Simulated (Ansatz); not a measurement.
# AlN: band gap under strain

Aim: follow the gap of AlN (zincblende) through these states: +3.4 % strain along [111] alone; -0.3 % shear in the xy plane; -1.1 % biaxial strain in x and y, free along z. The table at the end shows which levels were run.

The runs shown are made with Ansatz 0.2.0. PAW datasets, plane waves. Computed at 0 K without zero-point motion; spin polarisation is off.

## (1) The cell

The unstrained cell was relaxed with r2SCAN; in each strained cell the atoms were relaxed again with r2SCAN. Names of k-points are those of the unstrained zone, where strain can split equivalent points. First state: +3.4 % strain along [111] alone.

Space group R3m (No. 160), trigonal; conventional cell a = 3.090 Å, c = 7.822 Å, 10.78 Å³ an atom. Al has 4 N at 1.91–1.94 Å; N has 4 Al at 1.91–1.94 Å.

Coordinates:

Space group R3m:H (No. 160). a = 3.090 Å, b = 3.090 Å, c = 7.822 Å, α = 90.00°, β = 90.00°, γ = 120.00°
| atom | site | symmetry | x | y | z |
| --- | --- | --- | --- | --- | --- |
| Al | 3a | 3m | 0.6667 | 0.3333 | 0.3322 |
| N | 3a | 3m | 0.6667 | 0.3333 | 0.0845 |

## (2) +3.4 % strain along [111] alone: PBE

input.yaml

```yaml
crystal:
  lattice:
    - [0.0487955734, 2.2336719942, 2.2336719942]
    - [2.2336719942, 0.0487955734, 2.2336719942]
    - [2.2336719942, 2.2336719942, 0.0487955734]
  atoms:
    - { symbol: Al, position: [0.0011501, 0.0011501, 0.0011501] }
    - { symbol: "N", position: [0.2488499, 0.2488499, 0.2488499] }
kpoints:
  mp_grid: { grid: [10, 10, 10] }
  band_path:
    path:
      - [0.0, 0.0, 0.0]
      - [-0.5, -0.5, 0.0]
      - [-0.375, -0.375, 0.25]
      - [-0.375, 0.0, 0.375]
      - [0.0, 0.0, 0.5]
      - [-0.5, -0.25, 0.25]
    npoints: 1
hamiltonian:
  xc: pbe
scf:
  occupations: { method: fermi_dirac, width: 0.02 }
  n_extra_bands: 4
output:
  forces: true
  stress: true
  eigenvalues: true
```

Further steps of the session: +3.4 % strain along [111] alone: r2SCAN; +3.4 % strain along [111] alone: HSE06; -0.3 % shear in the xy plane: PBE; -0.3 % shear in the xy plane: r2SCAN; -0.3 % shear in the xy plane: HSE06; -1.1 % biaxial strain in x and y, free along z: PBE; -1.1 % biaxial strain in x and y, free along z: r2SCAN; -1.1 % biaxial strain in x and y, free along z: HSE06.

What does the calculation give?

**Answer**, as computed:

Least gap in eV (negative: overlap):

```
                                         state   PBE  r2SCAN  HSE06
               +3.4 % strain along [111] alone  3.20    3.80   4.41
                  -0.3 % shear in the xy plane  3.31    3.93   4.54
-1.1 % biaxial strain in x and y, free along z  3.26    3.88   4.49
```

Where both were run, the HSE06 gap lies +1.21 to +1.23 eV from PBE's, each on its own k points. In PBE the gap is least under +3.4 % strain along [111] alone (3.20 eV) and largest under -0.3 % shear in the xy plane (3.31 eV).
